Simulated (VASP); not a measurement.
# MoS2 (db) (P6_3/mmc) in VASP: notebook

The runs below take MoS2 (db) through single point, with PBE+D3(BJ).

All numbers are computed with VASP 6.6.1; they aren't measurements. Logs are shortened: lines on timing, memory, paths and dates and some standing lists are left out, and cuts for length are marked.

**Measured values to compare with.**

From “Multiwavelength excitation Raman Scattering Analysis of bulk and 2 dimensional MoS2: Vibrational properties of atomically thin MoS2 layers”, 2015, arxiv:1506.03228, for a bulk crystal of MoS2 at 300 K: band gap 1.3 eV (indirect).

The results are compared with them further down.

**1. Starting point**

It takes space group P6_3/mmc (No. 194, hexagonal). The conventional cell has a = 3.169 Å, b = 3.169 Å, c = 12.324 Å, α = 90.00°, β = 90.00°, γ = 120.00°. Mo (site symmetry -6m2) has 6 S at 2.41 Å as nearest neighbours. S (site symmetry 3m) has 3 Mo at 2.41 Å as nearest neighbours.

**2. Single point, PBE+D3(BJ) (the database cell kept)**

Contents of INCAR:

```
SYSTEM = MoS2
PREC = Accurate
ENCUT = 520
EDIFF = 1E-6
ISMEAR = 0
SIGMA = 0.02
LREAL = .FALSE.
LASPH = .TRUE.
NELM = 100
ALGO = Fast
ISIF = 2
LWAVE = .FALSE.
LCHARG = .TRUE.
GGA = PE
IVDW = 12
LELF = .TRUE.
LVHAR = .TRUE.
NBANDS = 35
```

Contents of KPOINTS:

```
Automatic mesh
0
G
  12 12 4
  0 0 0
```

Contents of POSCAR:

```
MoS2
1.0
    3.1690000000      0.0000000000      0.0000000000
   -1.5845000000      2.7444345046      0.0000000000
    0.0000000000      0.0000000000     12.3240000000
Mo S
2 4
Direct
    0.3333333333      0.6666666667      0.2500000000
    0.6666666667      0.3333333333      0.7500000000
    0.3333333333      0.6666666667      0.6232601665
    0.6666666667      0.3333333333      0.1232601665
    0.3333333333      0.6666666667      0.8767398335
    0.6666666667      0.3333333333      0.3767398335
```

Potentials or basis: VASP PAW PBE potentials, release 64 (Mo_sv, S).

On the command line:

```console
$ cat potpaw_PBE.64/Mo_sv/POTCAR potpaw_PBE.64/S/POTCAR > POTCAR
$ mpirun -np 1 vasp_std > vasp.out
```

OUTCAR:

```text
SYSTEM = MoS2
   PREC = Accurate
   ENCUT = 520
   EDIFF = 1E-6
   ISMEAR = 0
   LREAL = .FALSE.
   LASPH = .TRUE.
   NELM = 100
   ISIF = 2
   GGA = PE
   IVDW = 12
 IVDW          = 12

 ion  position               nearest neighbor table
   1  0.333  0.667  0.250-   4 2.41   6 2.41   4 2.41   6 2.41   4 2.41   6 2.41
   2  0.667  0.333  0.750-   3 2.41   5 2.41   3 2.41   5 2.41   3 2.41   5 2.41
   3  0.333  0.667  0.623-   2 2.41   2 2.41   2 2.41
   4  0.667  0.333  0.123-   1 2.41   1 2.41   1 2.41
   5  0.333  0.667  0.877-   2 2.41   2 2.41   2 2.41
   6  0.667  0.333  0.377-   1 2.41   1 2.41   1 2.41

  LATTYP: Found a hexagonal cell.
 ALAT       =     3.1690000000
 C/A-ratio  =     3.8889239508

  Lattice vectors:

 A1 = (   3.1690000000,   0.0000000000,   0.0000000000)
 A2 = (  -1.5845000000,   2.7444345046,   0.0000000000)
 A3 = (   0.0000000000,   0.0000000000,  12.3240000000)

Analysis of symmetry for initial positions (statically):
=====================================================================
 Subroutine PRICEL returns:
 Original cell was already a primitive cell.

 Routine SETGRP: Setting up the symmetry group for a
 hexagonal supercell.

 Subroutine GETGRP returns: Found 24 space group operations
 (whereof 12 operations were pure point group operations)
 out of a pool of 24 trial point group operations.

The static configuration has the point symmetry D_3d.
 The point group associated with its full space group is D_6h.

Analysis of symmetry for dynamics (positions and initial velocities):
=====================================================================
 Subroutine PRICEL returns:
 Original cell was already a primitive cell.

 Routine SETGRP: Setting up the symmetry group for a
 hexagonal supercell.

 Subroutine GETGRP returns: Found 24 space group operations
 (whereof 12 operations were pure point group operations)
 out of a pool of 24 trial point group operations.

The dynamic configuration has the point symmetry D_3d.
 The point group associated with its full space group is D_6h.

 Subroutine INISYM returns: Found 24 space group operations
 (whereof 12 operations are pure point group operations),
 and found     1 'primitive' translations

----------------------------------------------------------------------------------------

                                     Primitive cell

  volume of cell :     107.1832

  direct lattice vectors                    reciprocal lattice vectors
     3.169000000  0.000000000  0.000000000     0.315556958  0.182186895  0.000000000
    -1.584500000  2.744434505  0.000000000     0.000000000  0.364373789  0.000000000
     0.000000000  0.000000000 12.324000000     0.000000000  0.000000000  0.081142486

  length of vectors
     3.169000000  3.169000000 12.324000000     0.364373789  0.364373789  0.081142486

  position of ions in fractional coordinates (direct lattice)
     0.333333333  0.666666667  0.250000000
     0.666666667  0.333333333  0.750000000
     0.333333333  0.666666667  0.623260167
     0.666666667  0.333333333  0.123260167
     0.333333333  0.666666667  0.876739833
     0.666666667  0.333333333  0.376739833

  ion indices of the primitive-cell ions
   primitive index   ion index
                 1           1
                 2           2
                 3           3
                 4           4
                 5           5
                 6           6

----------------------------------------------------------------------------------------

 KPOINTS: Automatic mesh

Automatic generation of k-mesh.
 Grid dimensions read from file:
 generate k-points for:   12   12    4

 Generating k-lattice:

  Cartesian coordinates                     Fractional coordinates (reciprocal lattice)
     0.026296413  0.015182241  0.000000000     0.083333333  0.000000000  0.000000000
     0.000000000  0.030364482  0.000000000     0.000000000  0.083333333  0.000000000
     0.000000000  0.000000000  0.020285622     0.000000000  0.000000000  0.250000000

  Length of vectors
     0.030364482  0.030364482  0.020285622

  Shift w.r.t. Gamma in fractional coordinates (k-lattice)
     0.000000000  0.000000000  0.000000000

 Subroutine IBZKPT returns following result:
 ===========================================

 Found     57 irreducible k-points:

 Following reciprocal coordinates:
            Coordinates               Weight
  0.000000  0.000000  0.000000      1.000000
  0.083333  0.000000  0.000000      6.000000
  0.166667 -0.000000  0.000000      6.000000
  0.250000 -0.000000  0.000000      6.000000
  0.333333 -0.000000  0.000000      6.000000
  0.416667 -0.000000  0.000000      6.000000
[... 16 lines left out ...]
  0.250000 -0.000000  0.250000     12.000000
  0.333333 -0.000000  0.250000     12.000000
 [... further k-points ...]
   k-points           NKPTS =     57   k-points in BZ     NKDIM =     57   number of bands    NBANDS=     35
   number of dos      NEDOS =    301   number of ions     NIONS =      6
   total plane-waves  NPLWV =  55296
   dimension x,y,z NGX =    24 NGY =   24 NGZ =   96
   dimension x,y,z NGXF=    48 NGYF=   48 NGZF=  192
   ions per type =               2   4
   NGX,Y,Z   is equivalent  to a cutoff of  12.59, 12.59, 12.95 a.u.
   NGXF,Y,Z  is equivalent  to a cutoff of  25.18, 25.18, 25.90 a.u.
 SYSTEM =  MoS2
   PREC   = accura    normal or accurate (medium, high low for compatibility)
   ISTART =      0    job   : 0-new  1-cont  2-samecut
   ICHARG =      2    charge: 1-file 2-atom 10-const
   ISPIN  =      1    spin polarized calculation?
   LNONCOLLINEAR =      F non collinear calculations
   LSORBIT =      F    spin-orbit coupling
   LASPH  =      T    aspherical Exc in radial PAW
   ENCUT  =  520.0 eV  38.22 Ry    6.18 a.u.   5.89  5.89 22.91*2*pi/ulx,y,z
   NELM   =    100;   NELMIN=  2; NELMDL= -5     # of ELM steps
   EDIFF  = 0.1E-05   stopping-criterion for ELM
   LREAL  =      F    real-space projection
   EDIFFG = 0.1E-04   stopping-criterion for IOM
   NSW    =      0    number of steps for IOM
   IBRION =     -1    ionic relax: 0-MD 1-quasi-New 2-CG
   NFREE  =      0    steps in history (QN), initial steepest desc. (CG)
   ISIF   =      2    stress and relaxation
   ISYM   =      2    0-nonsym 1-usesym 2-fastsym
   POTIM  = 0.5000    time-step for ionic-motion
   TEBEG  =    0.0;   TEEND  =   0.0 temperature during run
   PSTRESS=    0.0 pullay stress
   NELECT =      52.0000    total number of electrons
   NUPDOWN=      -1.0000    fix difference up-down
   EMIN   =  10.00;   EMAX   =-10.00  energy-range for DOS
   EFERMI =   0.00;   METHOD = LEGACY
   ISMEAR =     0;   SIGMA  =   0.02  broadening in eV -4-tet -1-fermi 0-gaus
   EFERMI_NEDOS =   21; number of points for ismear=-14 and -15
   IALGO  =     68    algorithm
   IMIX   =      4    mixing-type and parameters
     AMIX     =   0.40;   BMIX     =  1.00
     AMIX_MAG =   1.60;   BMIX_MAG =  1.00
  volume/ion in A,a.u.               =      17.86       120.55
  Fermi-wavevector in a.u.,A,eV,Ry     =   1.286373  2.430893 22.514325  1.654756
  Thomas-Fermi vector in A             =   2.418452
   LORBIT       =      0    0 simple, 1 ext, 2 COOP (PROOUT), +10 PAW based schemes
   GGA     = PE    functional components
   LHFCALC =     F    Hartree Fock is set to
   AEXX    =    0.0000 exact exchange contribution
   IVDW    =    12    specifies the selected vdW correction
   LEPSILON=     F    determine dielectric tensor
   LRPA    =     F    only Hartree local field effects (RPA)
 non-spin polarized calculation
 RMM-DIIS sequential band-by-band and
 Gauss-broadening in eV      SIGMA  =   0.02
  energy-cutoff  :      520.00
  volume of cell :      107.18
 maximum number of plane-waves:      2914
 NGX is ok and might be reduce to    24
   NGX = 11   NGY = 11   NGZ = 45

 number of electron      51.9999997 magnetization

 Free energy of the ion-electron system (eV)
  ---------------------------------------------------
  ext. energy  EPLUGINS =         0.00000000
  ---------------------------------------------------
  free energy    TOTEN  =       -43.61474236 eV

  energy without entropy =      -43.61474236  energy(sigma->0) =      -43.61474236

 E-fermi :   7.6483     XC(G=0): -10.8131

 val. band max:        7.4925927318   @ k =   0.0000   0.0000   0.0000
 cond. band min:       8.3940932612   @ k =   0.1667   0.1667   0.0000
 fundamental gap:      0.9015005295
 Fermi energy:         7.6482843537

 k-point     1 :       0.0000    0.0000    0.0000
  band No.  band energies     occupation
      1     -54.0195      2.00000
      2     -54.0195      2.00000
      3     -28.1695      2.00000
      4     -28.1694      2.00000
      5     -27.9510      2.00000
      6     -27.9510      2.00000
[... 27 lines left out ...]
     34       9.9380      0.00000
     35      13.0517      0.00000

 k-point     2 :       0.0833    0.0000    0.0000
  band No.  band energies     occupation
      1     -54.0169      2.00000
      2     -54.0169      2.00000
      3     -28.1642      2.00000
      4     -28.1642      2.00000
      5     -27.9777      2.00000
      6     -27.9777      2.00000
[... 27 lines left out ...]
     34       9.8318      0.00000
     35      13.6186      0.00000

 k-point     3 :       0.1667   -0.0000    0.0000
  band No.  band energies     occupation
      1     -54.0096      2.00000
      2     -54.0096      2.00000
      3     -28.1499      2.00000
      4     -28.1499      2.00000
      5     -28.0501      2.00000
      6     -28.0501      2.00000
[... 27 lines left out ...]
     34      10.2731      0.00000
     35      14.5678      0.00000
[... 723 lines left out ...]
 k-point    23 :       0.2500   -0.0000    0.2500
  band No.  band energies     occupation
      1     -53.9997      2.00000
      2     -53.9997      2.00000
      3     -28.1477      2.00000
      4     -28.1477      2.00000
      5     -28.1303      2.00000
      6     -28.1303      2.00000
[... 27 lines left out ...]
     34      10.7169      0.00000
     35      14.9491      0.00000

 k-point    24 :       0.3333   -0.0000    0.2500
  band No.  band energies     occupation
      1     -53.9898      2.00000
      2     -53.9898      2.00000
      3     -28.2438      2.00000
      4     -28.2438      2.00000
      5     -28.1106      2.00000
      6     -28.1106      2.00000
[... 27 lines left out ...]
     34      11.0571      0.00000
     35      14.3458      0.00000

 [... further k-points ...]

------------------------ aborting loop because EDIFF is reached ----------------------------------------

 Edisp (eV)   -2.54054

 E8    (eV) :    -1.0246

  FORCE on cell =-STRESS in cart. coord.  units (eV):
  Direction    XX          YY          ZZ          XY          YZ          ZX
  --------------------------------------------------------------------------------------
  -------------------------------------------------------------------------------------
  Total      -1.32530    -1.32530    -0.83475    -0.00000    -0.00000     0.00000
  in kB     -19.81069   -19.81069   -12.47779    -0.00000    -0.00000     0.00000
  external pressure =      -17.37 kB  Pullay stress =        0.00 kB

 VOLUME and BASIS-vectors are now :
 -----------------------------------------------------------------------------
  energy-cutoff  :      520.00
  volume of cell :      107.18
      direct lattice vectors                 reciprocal lattice vectors
     3.169000000  0.000000000  0.000000000     0.315556958  0.182186895  0.000000000
    -1.584500000  2.744434505  0.000000000     0.000000000  0.364373789  0.000000000
     0.000000000  0.000000000 12.324000000     0.000000000  0.000000000  0.081142486

 POSITION                                       TOTAL-FORCE (eV/Angst)
 -----------------------------------------------------------------------------------
     -0.00000      1.82962      3.08100        -0.000000     -0.000000     -0.000000
      1.58450      0.91481      9.24300         0.000000      0.000000     -0.000000
     -0.00000      1.82962      7.68106         0.000000      0.000000      0.011807
      1.58450      0.91481      1.51906        -0.000000     -0.000000      0.011807
     -0.00000      1.82962     10.80494         0.000000      0.000000     -0.011807
      1.58450      0.91481      4.64294        -0.000000     -0.000000     -0.011807
 -----------------------------------------------------------------------------------
    total drift:                               -0.000000      0.000000     -0.000000

  FREE ENERGIE OF THE ION-ELECTRON SYSTEM (eV)
  ---------------------------------------------------
  free  energy   TOTEN  =       -46.1552819276 eV

  energy  without entropy=      -46.1552819276  energy(sigma->0) =      -46.15528193
```

It took 4.1 min on 1 thread of Intel Xeon Platinum 8488C (Sapphire Rapids), shared host; peak memory 0.33 GiB.

Results:

- Free energy: -46.1553 eV
- Pressure: -1.7 GPa
- Largest force: 0.012 eV/Å
- Band gap on the k mesh: 0.90 eV, indirect (least direct gap 1.65 eV)
- Dispersion energy per atom: -0.423 eV

Forces in eV/Å, atoms in the order of the input:
```
Mo   0.000  0.000  0.000
Mo   0.000  0.000  0.000
S    0.000  0.000  0.012
S    0.000  0.000  0.012
S    0.000  0.000 -0.012
S    0.000  0.000 -0.012
```

A k mesh can miss the band edges.

[end of part 1 of 2]
